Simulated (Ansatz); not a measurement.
Input and command of a calculation in Ansatz (plane waves; scalar-relativistic PAW potentials unless the input names others):

```yaml
crystal:
  lattice:
    - [-0.828261, 5.956247, -0.171562]
    - [-5.183274, 0.828261, 0.10221]
    - [-0.180503, -0.302977, 7.518224]
  atoms:
    - { symbol: Sn, position: [0.2542510306, 0.0382256297, 0.7192131621] }
    - { symbol: Sn, position: [0.7071580759, 0.8732285354, 0.1639672572] }
    - { symbol: Sn, position: [0.259646792, 0.4847760253, 0.0820037519] }
    - { symbol: Sn, position: [0.209484757, 0.0174379731, 0.3360126705] }
    - { symbol: Sn, position: [0.7724776685, 0.0222484466, 0.8287661716] }
    - { symbol: O, position: [0.4871533638, 0.1885872975, 0.2689998148] }
    - { symbol: O, position: [0.0346551954, 0.7285063331, 0.279225483] }
    - { symbol: O, position: [0.5859171108, 0.8545538988, 0.670238894] }
    - { symbol: O, position: [0.9167415794, 0.2585162968, 0.7035378634] }
    - { symbol: O, position: [0.4120241422, 0.263267922, 0.8743516828] }
    - { symbol: O, position: [0.1316797598, 0.7785641788, 0.8730324213] }
    - { symbol: O, position: [0.449823093, 0.7102604408, 0.2033460364] }
    - { symbol: O, position: [0.0385234278, 0.265461449, 0.1230232503] }
basis:
  ecutwfc: 420
  xc_grid: 3
kpoints:
  mp_grid: { grid: [6, 6, 4] }
hamiltonian:
  xc: pbesol
scf:
  occupations: { method: gaussian, width: 0.02 }
output:
  forces: true
  eigenvalues: true
  stress: true
```

```bash
ansatz run input.yaml --threads 4 --pin off --max-ram 9216MiB --backend cpu --events-out ev --progress --plain --runs-dir out
```

Abridged log:
```
Pseudopotentials: kind: paw
Pseudopotential: Sn, paw, valence charge 14, recommended cutoff 420 eV (normal)
Pseudopotential: O, paw, valence charge 6, recommended cutoff 420 eV (normal)
Functional definition: PBEsol
Crystal: 13 atoms, lattice volume = 226.521 Å³
Basis set: ecut = 420 eV, 4429 PW (Γ), exchange–correlation on 135×108×162 points (27 copies of the dense FFT grid, shifted against one another)
Bands: 72, of which v1, the nominal top of the filled ones, is band 59 counted from 1 (58 counted from 0)
Symmetry: 1 space group operations
Space group: P1 (ITA 1), of the structure as read, at distance tolerance 6.1e-5 Å
k-points: 76 of 144 (time reversal used)
Initial density: superposition of atomic densities (neutral atoms: chi_scale 0, normalization atom), corrected by the library's trained network
Initial wavefunctions: pseudopotential atomic-orbital guess
Functional: x = pbesol(κ = 0.804, μ = 0.12345679), c = pbesol(β = 0.046)
SCF iter   1: F=—  HF=-34231.453154 eV  |F-HF|=—  |Δ(HF+E_count)|=         —  Δρ=1.27e-2  dr2=2.81e-1  ethr=1.77e-3  ⟨swp⟩=6.0  Hψ=21510  notcnv=0  defer=71
SCF iter   2: F=—  HF=-34231.393298 eV  |F-HF|=—  |Δ(HF+E_count)|=   5.99e-2  Δρ=3.85e-3  dr2=2.18e-2  ethr=2.38e-4  ⟨swp⟩=2.0  Hψ=8601  notcnv=0  defer=537
SCF iter   3: F=—  HF=-34231.388932 eV  |F-HF|=—  |Δ(HF+E_count)|=   4.37e-3  Δρ=1.55e-3  dr2=3.57e-3  ethr=1.84e-5  ⟨swp⟩=2.0  Hψ=7375  notcnv=0  defer=233
automatic band count: iteration 3 solves 68 bands in place of 72: the levels show a gap, and the empty bands left out lie too high to hold charge; the band table lists the bands solved (type scf.n_extra_bands for more)
SCF iter   4: F=—  HF=-34231.389001 eV  |F-HF|=—  |Δ(HF+E_count)|=   6.89e-5  Δρ=8.37e-4  dr2=1.45e-3  ethr=3.02e-6  ⟨swp⟩=2.7  Hψ=9383  notcnv=0  defer=233
SCF iter   5: F=—  HF=-34231.388821 eV  |F-HF|=—  |Δ(HF+E_count)|=   1.80e-4  Δρ=2.15e-4  dr2=1.40e-4  ethr=1.23e-6  ⟨swp⟩=2.0  Hψ=6841  notcnv=0  defer=233
SCF iter   6: F=—  HF=-34231.388871 eV  |F-HF|=—  |Δ(HF+E_count)|=   4.94e-5  Δρ=9.49e-5  dr2=2.44e-5  ethr=1.19e-7  ⟨swp⟩=3.0  Hψ=9419  notcnv=0  defer=233
SCF iter   7: F=—  HF=-34231.388953 eV  |F-HF|=—  |Δ(HF+E_count)|=   8.25e-5  Δρ=6.06e-5  dr2=8.89e-6  ethr=2.07e-8  ⟨swp⟩=2.0  Hψ=7417  notcnv=0  defer=233
SCF iter   8: F=—  HF=-34231.388956 eV  |F-HF|=—  |Δ(HF+E_count)|=   2.91e-6  Δρ=2.44e-5  dr2=1.49e-6  ethr=7.54e-9  ⟨swp⟩=2.0  Hψ=7471  notcnv=0  defer=233
SCF iter   9: F=—  HF=-34231.388957 eV  |F-HF|=—  |Δ(HF+E_count)|=   7.96e-7  Δρ=8.86e-6  dr2=2.14e-7  ethr=1.26e-9  ⟨swp⟩=2.0  Hψ=6902  notcnv=0  defer=233
SCF iter  10: F=—  HF=-34231.388957 eV  |F-HF|=—  |Δ(HF+E_count)|=   2.76e-7  Δρ=8.60e-6  dr2=1.76e-7  ethr=8.47e-11  ⟨swp⟩=11.1  Hψ=21733  notcnv=0
SCF iter  11: F=-34231.388957 eV  HF=-34231.388957 eV  |F-HF|=1.35e-8  |Δ(HF+E_count)|=   3.80e-8  Δρ=1.46e-6  dr2=5.96e-9  ethr=8.47e-11  ⟨swp⟩=3.3  Hψ=18688  notcnv=0
SCF 1 converged in 11 iterations: F = -34231.388957 eV  dr2 = 5.96e-9
SCF converged after 11 iterations
Free energy (F): -34231.388957 eV
Harris-Foulkes:  -34231.388957 eV  (|F-HF|=1.35e-8)
Internal energy: -34231.388957 eV  (E = F + TS)
E sigma→0 (E₀):  -34231.388957 eV
Fermi energy:    7.087141 eV
--- Forces (eV/Å), atoms counted from 1 ---
  atom   1  Sn    -0.02015054     0.00039132    -0.00226604
  atom   2  Sn    -0.00433314    -0.02830027    -0.00474730
  atom   3  Sn     0.00989545     0.01374820     0.00115168
  atom   4  Sn    -0.02286811     0.01748957     0.01513821
  atom   5  Sn     0.00526080    -0.03291842    -0.00448071
  atom   6  O      0.00045623    -0.00517152    -0.00919321
  atom   7  O     -0.00973572     0.01491544    -0.00536007
  atom   8  O      0.00117584     0.00576395    -0.00059436
  atom   9  O      0.00107678     0.00132694    -0.00961648
  atom  10  O      0.00821558     0.01691457    -0.00698967
  atom  11  O      0.01451486     0.01725550     0.02530093
  atom  12  O      0.02192891    -0.00306272     0.00331305
  atom  13  O     -0.00544295    -0.01834169    -0.00164250
--- Stress (GPa, compression-positive) ---
        0.030781      -0.099367      -0.057798
       -0.099367      -0.001852      -0.013692
       -0.057798      -0.013692      -0.000001
  P = ⅓ Tr σ = 0.0096 GPa (0.096 kbar)
```

Apart from outputs and empty bands, the input differs from a reference run on usual settings in basis.xc_grid: not typed → 3. The reference, at the same geometry (not necessarily relaxed), gave pressure 0.01 GPa, largest force 0.034 eV/Å, gap on the mesh 1.63 eV. This run converged in 11 SCF iterations (reference: 11) with an energy at zero smearing within 0.01 meV/atom of the reference's, pressure 0.01 GPa, largest force 0.034 eV/Å, gap on the mesh 1.63 eV.

Time: 18 s on 4 threads of Intel(R) Xeon(R) 6975P-C (Granite Rapids), with other jobs on the host, peak memory 1.3 GiB.